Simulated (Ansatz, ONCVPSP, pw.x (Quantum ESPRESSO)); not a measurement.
**What a changed setting does to a pw.x run (bcc Rh)**

Potential: optimised norm-conserving Vanderbilt (ONCV), ONCVPSP 4.0.1.1 (patched build), PBE; core [Ar] 3d10, reference 4s2 4p6 4d8 5s0.5; waves: 4s+5s: rc 1.85 bohr, ncon 4, nbas 9, qcut 5.2 1/bohr, 2 projectors; 4p: rc 1.45 bohr, ncon 3, nbas 6, qcut 7.5 1/bohr, 1 projector; 4d: rc 2.20 bohr, ncon 4, nbas 9, qcut 8.2 1/bohr, 2 projectors, debl 3.2 Ha; local part: polynomial inside 1.30 bohr (lpopt 5, dvloc0 2 Ha); core correction: Teter function, fcfact 2.75, rcfact 1.1.

The reference run (k-mesh 15³, cutoffs 60/240 Ry, Fermi–Dirac 0.01 Ry, mixing_beta 0.4, conv_thr 1e-9, no spin) gives 0.77 GPa at 14.536 Å³/atom, where all-electron LAPW gives -0.18 GPa. This run, with its own iteration cap, changes diagonalization to rmm-davidson.

```
&control
  calculation='scf', prefix='x', pseudo_dir='./', outdir='./tmp', tstress=.true., disk_io='none'
/
&system
  ibrav=0, nat=1, ntyp=1, ecutwfc=60, ecutrho=240, nbnd=17,
  occupations='smearing', smearing='fd', degauss=0.01
/
&electrons
  conv_thr=1e-09, mixing_beta=0.4, electron_maxstep=50, diagonalization='rmm-davidson'
/
ATOMIC_SPECIES
Rh 1.0 Rh.UPF
CELL_PARAMETERS angstrom
  -1.53742867 1.53742867 1.53742867
  1.53742867 -1.53742867 1.53742867
  1.53742867 1.53742867 -1.53742867
ATOMIC_POSITIONS crystal
Rh 0.0000 0.0000 0.0000
K_POINTS automatic
15 15 15 0 0 0
```

```bash
pw.x < Rh.scf.in > Rh.scf.out
```

Problem. How does the run end?

Solution. It converges in 9 iterations; the free energy moves by +0.0 meV/atom and the pressure by +0.00 GPa. The result is that of the reference run.

```
Message from routine setup:
     using ibrav=0 with symmetry is DISCOURAGED, use correct ibrav instead
     lattice parameter (alat)  =       5.0322  a.u.
     unit-cell volume          =      98.0938 (a.u.)^3
     number of electrons       =        17.00
     number of Kohn-Sham states=           17
     kinetic-energy cutoff     =      60.0000  Ry
     charge density cutoff     =     240.0000  Ry
     scf convergence threshold =      1.0E-09
     Exchange-correlation= PBE
     number of k points=   120  Fermi-Dirac smearing, width (Ry)=  0.0100
     iteration #  1     ecut=    60.00 Ry     beta= 0.40
     total energy              =    -224.34146044 Ry
     estimated scf accuracy    <       0.75918214 Ry
     iteration #  2     ecut=    60.00 Ry     beta= 0.40
     total energy              =    -224.47384736 Ry
     estimated scf accuracy    <       0.00370497 Ry
     iteration #  3     ecut=    60.00 Ry     beta= 0.40
     total energy              =    -224.47482436 Ry
     estimated scf accuracy    <       0.00111763 Ry
     [... 3 iterations left out ...]
     iteration #  7     ecut=    60.00 Ry     beta= 0.40
     total energy              =    -224.47488786 Ry
     estimated scf accuracy    <       0.00000005 Ry
     iteration #  8     ecut=    60.00 Ry     beta= 0.40
     total energy              =    -224.47488786 Ry
     estimated scf accuracy    <          6.0E-09 Ry
     iteration #  9     ecut=    60.00 Ry     beta= 0.40
     the Fermi energy is    20.9572 ev
!    total energy              =    -224.47488786 Ry
     estimated scf accuracy    <          6.9E-11 Ry
     smearing contrib. (-TS)   =      -0.00975813 Ry
     The total energy is F=E-TS. E is the sum of the following terms:
     one-electron contribution =     -57.25648040 Ry
     hartree contribution      =      39.93116130 Ry
     xc contribution           =     -26.13758286 Ry
     ewald contribution        =    -181.00222778 Ry
     convergence has been achieved in   9 iterations
          total   stress  (Ry/bohr**3)                   (kbar)     P=        7.75
     Message from routine punch:
     Nothing written, as per user request (disk_io='none')
```

The run took about 12 s on one core of a shared host (Neoverse-V2, 48 threads, 185 GiB, load 21).
